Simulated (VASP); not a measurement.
# InSb (F-43m) in VASP: further runs

One crystal, InSb, is run at these levels: PBEsol, r2SCAN; tasks: single point.

All numbers are computed with VASP 6.6.1; they aren't measurements. Logs are shortened: lines on timing, memory, paths and dates and some standing lists are left out, and cuts for length are marked.

**Measured values to compare with.**

From “Electronic Structure and Epitaxy of CdTe Shells on InSb Nanowires”, 2021, arxiv:2111.05126, for a bulk crystal of InSb: band gap 0.24 eV.

The runs below are set against these values where they give the same quantity.

### Step 1. The structure

The structure is cubic, space group F-43m (No. 216). Conventional cell: a = 6.521 Å, b = 6.521 Å, c = 6.521 Å, α = 90.00°, β = 90.00°, γ = 90.00°. Around In (site symmetry -43m) lie 4 Sb at 2.82 Å. Sb (site symmetry -43m) is surrounded by 4 In at 2.82 Å.

The cell is a database's computed one.

### Step 2. Single point, PBEsol

INCAR reads:

```
SYSTEM = InSb
PREC = Accurate
ENCUT = 700
EDIFF = 1E-6
ISMEAR = 0
SIGMA = 0.1
LREAL = .FALSE.
LASPH = .TRUE.
NELM = 100
ALGO = Normal
ISIF = 2
LWAVE = .FALSE.
LCHARG = .FALSE.
GGA = PS
```

KPOINTS reads:

```
regular mesh
0
G
  12 12 12
  0 0 0
```

POSCAR reads:

```
InSb
1.0
    0.0000000000      3.2604100000      3.2604100000
    3.2604100000      0.0000000000      3.2604100000
    3.2604100000      3.2604100000      0.0000000000
In Sb
1 1
Direct
    0.0000000000      0.0000000000      0.0000000000
    0.7500000000      0.7500000000      0.7500000000
```

Potentials or basis: VASP PAW PBE potentials, release 64 (In_d, Sb).

The run is started by

```bash
> cat potpaw_PBE.64/In_d/POTCAR potpaw_PBE.64/Sb/POTCAR > POTCAR
> mpirun -np 1 vasp_std > vasp.out
```

OUTCAR:

```text
SYSTEM = InSb
   PREC = Accurate
   ENCUT = 700
   EDIFF = 1E-6
   ISMEAR = 0
   LREAL = .FALSE.
   LASPH = .TRUE.
   NELM = 100
   ISIF = 2
   GGA = PS

 ion  position               nearest neighbor table
   1  0.000  0.000  0.000-   2 2.82   2 2.82   2 2.82   2 2.82
   2  0.750  0.750  0.750-   1 2.82   1 2.82   1 2.82   1 2.82

  LATTYP: Found a face centered cubic cell.
 ALAT       =     6.5208200000

  Lattice vectors:

 A1 = (   0.0000000000,   3.2604100000,   3.2604100000)
 A2 = (   3.2604100000,   0.0000000000,   3.2604100000)
 A3 = (   3.2604100000,   3.2604100000,   0.0000000000)

Analysis of symmetry for initial positions (statically):
=====================================================================
 Subroutine PRICEL returns:
 Original cell was already a primitive cell.

 Routine SETGRP: Setting up the symmetry group for a
 face centered cubic supercell.

 Subroutine GETGRP returns: Found 24 space group operations
 (whereof 24 operations were pure point group operations)
 out of a pool of 48 trial point group operations.

The static configuration has the point symmetry T_d .

Analysis of symmetry for dynamics (positions and initial velocities):
=====================================================================
 Subroutine PRICEL returns:
 Original cell was already a primitive cell.

 Routine SETGRP: Setting up the symmetry group for a
 face centered cubic supercell.

 Subroutine GETGRP returns: Found 24 space group operations
 (whereof 24 operations were pure point group operations)
 out of a pool of 48 trial point group operations.

The dynamic configuration has the point symmetry T_d .

 Subroutine INISYM returns: Found 24 space group operations
 (whereof 24 operations are pure point group operations),
 and found     1 'primitive' translations

----------------------------------------------------------------------------------------

                                     Primitive cell

  volume of cell :      69.3181

  direct lattice vectors                    reciprocal lattice vectors
     0.000000000  3.260410000  3.260410000    -0.153354946  0.153354946  0.153354946
     3.260410000  0.000000000  3.260410000     0.153354946 -0.153354946  0.153354946
     3.260410000  3.260410000  0.000000000     0.153354946  0.153354946 -0.153354946

  length of vectors
     4.610916041  4.610916041  4.610916041     0.265618558  0.265618558  0.265618558

  position of ions in fractional coordinates (direct lattice)
     0.000000000  0.000000000  0.000000000
     0.750000000  0.750000000  0.750000000
[... 83 lines left out ...]
   ISIF   =      2    stress and relaxation
   ISYM   =      2    0-nonsym 1-usesym 2-fastsym
   POTIM  = 0.5000    time-step for ionic-motion
   TEBEG  =    0.0;   TEEND  =   0.0 temperature during run
   PSTRESS=    0.0 pullay stress
   NELECT =      18.0000    total number of electrons
   NUPDOWN=      -1.0000    fix difference up-down
   EMIN   =  10.00;   EMAX   =-10.00  energy-range for DOS
   EFERMI =   0.00;   METHOD = LEGACY
   ISMEAR =     0;   SIGMA  =   0.10  broadening in eV -4-tet -1-fermi 0-gaus
   EFERMI_NEDOS =   21; number of points for ismear=-14 and -15
   IALGO  =     38    algorithm
   IMIX   =      4    mixing-type and parameters
     AMIX     =   0.40;   BMIX     =  1.00
     AMIX_MAG =   1.60;   BMIX_MAG =  1.00
  volume/ion in A,a.u.               =      34.66       233.89
  Fermi-wavevector in a.u.,A,eV,Ry     =   1.044440  1.973705 14.841979  1.090855
  Thomas-Fermi vector in A             =   2.179193
   LORBIT       =      0    0 simple, 1 ext, 2 COOP (PROOUT), +10 PAW based schemes
   GGA     = PS    functional components
   LHFCALC =     F    Hartree Fock is set to
   AEXX    =    0.0000 exact exchange contribution
   IVDW    =     0    specifies the selected vdW correction
   LEPSILON=     F    determine dielectric tensor
   LRPA    =     F    only Hartree local field effects (RPA)
 non-spin polarized calculation
 Gauss-broadening in eV      SIGMA  =   0.10
  energy-cutoff  :      700.00
  volume of cell :       69.32
 maximum number of plane-waves:      2936
   NGX = 19   NGY = 19   NGZ = 19

 number of electron      17.9999999 magnetization

 Free energy of the ion-electron system (eV)
  ---------------------------------------------------
  ext. energy  EPLUGINS =         0.00000000
  ---------------------------------------------------
  free energy    TOTEN  =        -7.70118061 eV

  energy without entropy =       -7.70103327  energy(sigma->0) =       -7.70110694

 E-fermi :   4.8160     XC(G=0):  -8.7873

 val. band max:        4.7597799897   @ k =   0.0000   0.0000   0.0000
 cond. band min:       5.1983832026   @ k =   0.5000   0.0000   0.0000
 fundamental gap:      0.4386032129
 Fermi energy:         4.8160494447

 k-point     1 :       0.0000    0.0000    0.0000
  band No.  band energies     occupation
      1      -9.7398      2.00000
      2      -9.7398      2.00000
      3      -9.7398      2.00000
      4      -9.6585      2.00000
      5      -9.6585      2.00000
      6      -5.8680      2.00000
      7       4.3896      2.00000
      8       4.7598      1.57383
      9       4.7598      1.57383
     10       4.7598      1.57383
     11       7.6936      0.00000
     12       7.6936      0.00000
     13       7.6936      0.00000
[... 354 lines left out ...]
  band No.  band energies     occupation
      1      -9.7903      2.00000
      2      -9.7181      2.00000
      3      -9.7163      2.00000
      4      -9.6599      2.00000
      5      -9.6574      2.00000
      6      -4.3920      2.00000
      7      -0.7437      2.00000
      8       2.4273      2.00000
      9       3.5125      2.00000
     10       6.4032      0.00000
     11       8.3984      0.00000
     12       9.2163      0.00000
     13      11.0135      0.00000

 [... further k-points ...]
[... 5 lines left out ...]
  --------------------------------------------------------------------------------------
  -------------------------------------------------------------------------------------
  Total        0.0012627      0.0012627      0.0012627     -0.0000000     -0.0000000     -0.0000000
  in kB        0.0291852      0.0291852      0.0291852     -0.0000000     -0.0000000     -0.0000000
  external PRESSURE =       0.0291852 kB  Pullay stress =       0.0000000 kB

 VOLUME and BASIS-vectors are now :
 -----------------------------------------------------------------------------
  energy-cutoff  :      700.00
  volume of cell :       69.32
      direct lattice vectors                 reciprocal lattice vectors
     0.000000000  3.260410000  3.260410000    -0.153354946  0.153354946  0.153354946
     3.260410000  0.000000000  3.260410000     0.153354946 -0.153354946  0.153354946
     3.260410000  3.260410000  0.000000000     0.153354946  0.153354946 -0.153354946

 POSITION                                       TOTAL-FORCE (eV/Angst)
 -----------------------------------------------------------------------------------
      0.00000      0.00000      0.00000        -0.000000     -0.000000     -0.000000
      4.89061      4.89061      4.89061         0.000000      0.000000      0.000000
 -----------------------------------------------------------------------------------
    total drift:                                0.000000      0.000000      0.000000

  FREE ENERGIE OF THE ION-ELECTRON SYSTEM (eV)
  ---------------------------------------------------
  free  energy   TOTEN  =        -7.7011806077 eV

  energy  without entropy=       -7.7010332736  energy(sigma->0) =       -7.70110694
```

Wall time 51 s (1 thread of Intel Xeon Platinum 8488C (Sapphire Rapids), shared host); peak memory 0.31 GiB.

What came out:

- Free energy: -7.7012 eV
- Pressure: 0.0 GPa
- Band gap on the k mesh: none (metal or under the smearing width)

Caveat: the PAW data sets were made with another functional, which shifts forces and pressure a little; this crystal is a semiconductor, whose small gap the functional closes, so the metal is an error of the method.

### Step 3. Single point, PBEsol

Changes to INCAR since step 2:

```diff
@@ -2,3 +2,3 @@
 PREC = Accurate
-ENCUT = 700
+ENCUT = 520
 EDIFF = 1E-6
```

KPOINTS reads:

```
regular mesh
0
G
  18 18 18
  0 0 0
```

POSCAR is that of step 2.

Potentials or basis: VASP PAW PBE potentials, release 64 (In_d, Sb).

The run is started by

```bash
> cat potpaw_PBE.64/In_d/POTCAR potpaw_PBE.64/Sb/POTCAR > POTCAR
> mpirun -np 1 vasp_std > vasp.out
```

OUTCAR:

```text
SYSTEM = InSb
   PREC = Accurate
   ENCUT = 520
   EDIFF = 1E-6
   ISMEAR = 0
   LREAL = .FALSE.
   LASPH = .TRUE.
   NELM = 100
   ISIF = 2
   GGA = PS

 ion  position               nearest neighbor table
   1  0.000  0.000  0.000-   2 2.82   2 2.82   2 2.82   2 2.82
   2  0.750  0.750  0.750-   1 2.82   1 2.82   1 2.82   1 2.82

  LATTYP: Found a face centered cubic cell.
 ALAT       =     6.5208200000

  Lattice vectors:

 A1 = (   0.0000000000,   3.2604100000,   3.2604100000)
 A2 = (   3.2604100000,   0.0000000000,   3.2604100000)
 A3 = (   3.2604100000,   3.2604100000,   0.0000000000)

Analysis of symmetry for initial positions (statically):
=====================================================================
 Subroutine PRICEL returns:
 Original cell was already a primitive cell.

 Routine SETGRP: Setting up the symmetry group for a
 face centered cubic supercell.

 Subroutine GETGRP returns: Found 24 space group operations
 (whereof 24 operations were pure point group operations)
 out of a pool of 48 trial point group operations.

The static configuration has the point symmetry T_d .

Analysis of symmetry for dynamics (positions and initial velocities):
[... 169 lines left out ...]
      1      -9.7396      2.00000
      2      -9.7396      2.00000
      3      -9.7396      2.00000
      4      -9.6583      2.00000
      5      -9.6583      2.00000
      6      -5.8682      2.00000
      7       4.3896      2.00000
      8       4.7596      1.81296
      9       4.7596      1.81296
     10       4.7596      1.81296
     11       7.6936      0.00000
     12       7.6936      0.00000
     13       7.6936      0.00000
[... 354 lines left out ...]
  band No.  band energies     occupation
      1      -9.7626      2.00000
      2      -9.7305      2.00000
      3      -9.7286      2.00000
      4      -9.6596      2.00000
      5      -9.6576      2.00000
      6      -5.3553      2.00000
      7       1.2345      2.00000
      8       3.8324      2.00000
      9       4.3071      2.00000
     10       5.7908      0.00000
     11       8.2772      0.00000
     12       8.4338      0.00000
     13       9.2908      0.00000

 [... further k-points ...]
[... 5 lines left out ...]
  --------------------------------------------------------------------------------------
  -------------------------------------------------------------------------------------
  Total       -0.0111874     -0.0111874     -0.0111874      0.0000000      0.0000000      0.0000000
  in kB       -0.2585796     -0.2585796     -0.2585796      0.0000000      0.0000000      0.0000000
  external PRESSURE =      -0.2585796 kB  Pullay stress =       0.0000000 kB

 VOLUME and BASIS-vectors are now :
 -----------------------------------------------------------------------------
  energy-cutoff  :      520.00
  volume of cell :       69.32
      direct lattice vectors                 reciprocal lattice vectors
     0.000000000  3.260410000  3.260410000    -0.153354946  0.153354946  0.153354946
     3.260410000  0.000000000  3.260410000     0.153354946 -0.153354946  0.153354946
     3.260410000  3.260410000  0.000000000     0.153354946  0.153354946 -0.153354946

 POSITION                                       TOTAL-FORCE (eV/Angst)
 -----------------------------------------------------------------------------------
      0.00000      0.00000      0.00000        -0.000000     -0.000000     -0.000000
      4.89061      4.89061      4.89061         0.000000      0.000000      0.000000
 -----------------------------------------------------------------------------------
    total drift:                                0.000000      0.000000      0.000000

  FREE ENERGIE OF THE ION-ELECTRON SYSTEM (eV)
  ---------------------------------------------------
  free  energy   TOTEN  =        -7.7012279965 eV

  energy  without entropy=       -7.7011742300  energy(sigma->0) =       -7.70120111
```

It took 73 s on 1 thread of Intel Xeon Platinum 8488C (Sapphire Rapids), shared host; peak memory 0.36 GiB.

Results:

| Quantity | Value |
| --- | --- |
| Free energy | -7.7012 eV |
| Pressure | 0.0 GPa |
| Band gap on the k mesh | none (metal or under the smearing width) |

Levels at points of the mesh, in eV from the Fermi level:
| k point | band 7 | band 8 | band 9 | band 10 | band 11 | band 12 |
| --- | --- | --- | --- | --- | --- | --- |
| (0.00, 0.00, 0.00) | -0.46 | -0.09 | -0.09 | -0.09 | 2.84 | 2.84 |
| (0.50, 0.00, 0.00) | -5.66 | -1.08 | -1.08 | 0.35 | 3.68 | 3.68 |
| (0.50, 0.50, 0.00) | -5.96 | -2.31 | -2.31 | 1.18 | 1.20 | 7.92 |

Caveat: the PAW data sets were made with another functional, which shifts forces and pressure a little; this crystal is a semiconductor, whose small gap the functional closes, so the metal is an error of the method. Spin-orbit coupling is left out, which matters for the levels of Sb.

### Step 4. Single point, PBEsol

Changes to INCAR since step 3:

```diff
@@ -5,3 +5,3 @@
 ISMEAR = 0
-SIGMA = 0.1
+SIGMA = 0.5
 LREAL = .FALSE.
```

KPOINTS reads:

```
regular mesh
0
G
  12 12 12
  0 0 0
```

POSCAR is that of step 3.

Potentials or basis: VASP PAW PBE potentials, release 64 (In_d, Sb).

The run is started by

```bash
> cat potpaw_PBE.64/In_d/POTCAR potpaw_PBE.64/Sb/POTCAR > POTCAR
> mpirun -np 1 vasp_std > vasp.out
```

OUTCAR:

```text
SYSTEM = InSb
   PREC = Accurate
   ENCUT = 520
   EDIFF = 1E-6
   ISMEAR = 0
   LREAL = .FALSE.
   LASPH = .TRUE.
   NELM = 100
   ISIF = 2
   GGA = PS

 ion  position               nearest neighbor table
   1  0.000  0.000  0.000-   2 2.82   2 2.82   2 2.82   2 2.82
   2  0.750  0.750  0.750-   1 2.82   1 2.82   1 2.82   1 2.82

  LATTYP: Found a face centered cubic cell.
 ALAT       =     6.5208200000

  Lattice vectors:

 A1 = (   0.0000000000,   3.2604100000,   3.2604100000)
 A2 = (   3.2604100000,   0.0000000000,   3.2604100000)
 A3 = (   3.2604100000,   3.2604100000,   0.0000000000)

Analysis of symmetry for initial positions (statically):
=====================================================================
 Subroutine PRICEL returns:
 Original cell was already a primitive cell.

 Routine SETGRP: Setting up the symmetry group for a
 face centered cubic supercell.

 Subroutine GETGRP returns: Found 24 space group operations
 (whereof 24 operations were pure point group operations)
 out of a pool of 48 trial point group operations.

The static configuration has the point symmetry T_d .

Analysis of symmetry for dynamics (positions and initial velocities):
=====================================================================
 Subroutine PRICEL returns:
 Original cell was already a primitive cell.

 Routine SETGRP: Setting up the symmetry group for a
 face centered cubic supercell.

 Subroutine GETGRP returns: Found 24 space group operations
 (whereof 24 operations were pure point group operations)
 out of a pool of 48 trial point group operations.

The dynamic configuration has the point symmetry T_d .

 Subroutine INISYM returns: Found 24 space group operations
 (whereof 24 operations are pure point group operations),
 and found     1 'primitive' translations

----------------------------------------------------------------------------------------

                                     Primitive cell

  volume of cell :      69.3181

[... 113 lines left out ...]
   GGA     = PS    functional components
   LHFCALC =     F    Hartree Fock is set to
   AEXX    =    0.0000 exact exchange contribution
   IVDW    =     0    specifies the selected vdW correction
   LEPSILON=     F    determine dielectric tensor
   LRPA    =     F    only Hartree local field effects (RPA)
 non-spin polarized calculation
 Gauss-broadening in eV      SIGMA  =   0.50
  energy-cutoff  :      520.00
  volume of cell :       69.32
 maximum number of plane-waves:      1893
 NGX is ok and might be reduce to    36
   NGX = 17   NGY = 17   NGZ = 17

 number of electron      17.9999994 magnetization

 Free energy of the ion-electron system (eV)
  ---------------------------------------------------
  ext. energy  EPLUGINS =         0.00000000
  ---------------------------------------------------
  free energy    TOTEN  =        -7.70467814 eV

  energy without entropy =       -7.69074492  energy(sigma->0) =       -7.69771153

 E-fermi :   5.0177     XC(G=0):  -8.7886

 val. band max:        4.7571605381   @ k =   0.0000   0.0000   0.0000
 cond. band min:       5.1973704042   @ k =   0.5000   0.0000   0.0000
 fundamental gap:      0.4402098661
 Fermi energy:         5.0176615644

 k-point     1 :       0.0000    0.0000    0.0000
  band No.  band energies     occupation
      1      -9.7374      2.00000
      2      -9.7374      2.00000
      3      -9.7374      2.00000
      4      -9.6559      2.00000
      5      -9.6559      2.00000
      6      -5.8705      2.00000
      7       4.3885      1.92485
      8       4.7572      1.53876
      9       4.7572      1.53876
     10       4.7572      1.53876
     11       7.6932      0.00000
     12       7.6932      0.00000
     13       7.6932      0.00000
[... 354 lines left out ...]
  band No.  band energies     occupation
      1      -9.7881      2.00000
      2      -9.7157      2.00000
      3      -9.7139      2.00000
      4      -9.6573      2.00000
      5      -9.6548      2.00000
      6      -4.3951      2.00000
      7      -0.7446      2.00000
      8       2.4256      2.00000
      9       3.5104      1.99998
     10       6.4020      0.00009
     11       8.3972      0.00000
     12       9.2155      0.00000
     13      11.0121      0.00000

 [... further k-points ...]
[... 5 lines left out ...]
  --------------------------------------------------------------------------------------
  -------------------------------------------------------------------------------------
  Total        0.0147066      0.0147066      0.0147066     -0.0000000      0.0000000      0.0000000
  in kB        0.3399200      0.3399200      0.3399200     -0.0000000      0.0000000      0.0000000
  external PRESSURE =       0.3399200 kB  Pullay stress =       0.0000000 kB

 VOLUME and BASIS-vectors are now :
 -----------------------------------------------------------------------------
  energy-cutoff  :      520.00
  volume of cell :       69.32
      direct lattice vectors                 reciprocal lattice vectors
     0.000000000  3.260410000  3.260410000    -0.153354946  0.153354946  0.153354946
     3.260410000  0.000000000  3.260410000     0.153354946 -0.153354946  0.153354946
     3.260410000  3.260410000  0.000000000     0.153354946  0.153354946 -0.153354946

 POSITION                                       TOTAL-FORCE (eV/Angst)
 -----------------------------------------------------------------------------------
      0.00000      0.00000      0.00000        -0.000000     -0.000000     -0.000000
      4.89061      4.89061      4.89061         0.000000      0.000000      0.000000
 -----------------------------------------------------------------------------------
    total drift:                                0.000000      0.000000      0.000000

  FREE ENERGIE OF THE ION-ELECTRON SYSTEM (eV)
  ---------------------------------------------------
  free  energy   TOTEN  =        -7.7046781385 eV

  energy  without entropy=       -7.6907449213  energy(sigma->0) =       -7.69771153
```

Wall time 31 s (1 thread of Intel Xeon Platinum 8488C (Sapphire Rapids), shared host); peak memory 0.25 GiB.

Results:

```
Free energy            : -7.7047 eV
Pressure               : 0.0 GPa
Band gap on the k mesh : none (metal or under the smearing width)
```

Caveat: the PAW data sets were made with another functional, which shifts forces and pressure a little; this crystal is a semiconductor, whose small gap the functional closes, so the metal is an error of the method. The run has no spin-orbit coupling, so splittings on Sb are missing.

[end of part 1 of 2]
